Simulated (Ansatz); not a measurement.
Bi:

```
Bi
1.0
    -1.98143    1.98143    1.98143
     1.98143   -1.98143    1.98143
     1.98143    1.98143   -1.98143
Bi
1
Direct
  0.00000 0.00000 0.00000
```

This isn't the form of Bi at room conditions, which is rhombohedral.

Base run:

* Program: Ansatz 0.2.0
* Functional: m-r2SCAN
* Potentials or basis: Ansatz PAW
* Cutoff: 500 eV (not typed: the program's choice for these potentials)
* k mesh: 9 × 9 × 9
* Occupations: fermi-dirac, width 0.05 eV
* Spin: no spin polarisation

Its results: band gap on the k mesh none (metal or under the smearing width); pressure 0.1 GPa.

The run is repeated on the same cell with these changes: functional from m-r2SCAN to PBEsol; cutoff from 500 eV (not typed: the program's choice for these potentials) to 420 eV (not typed: the program's choice for these potentials). What comes out?

Band gap on the k mesh none (metal or under the smearing width); pressure -2.0 GPa.

Caveats: spin-orbit coupling is left out, which moves the levels of the heavy elements; the PAW data sets come from PBE, with cores solved anew for the run's functional, which leaves a small shift of forces and pressure.
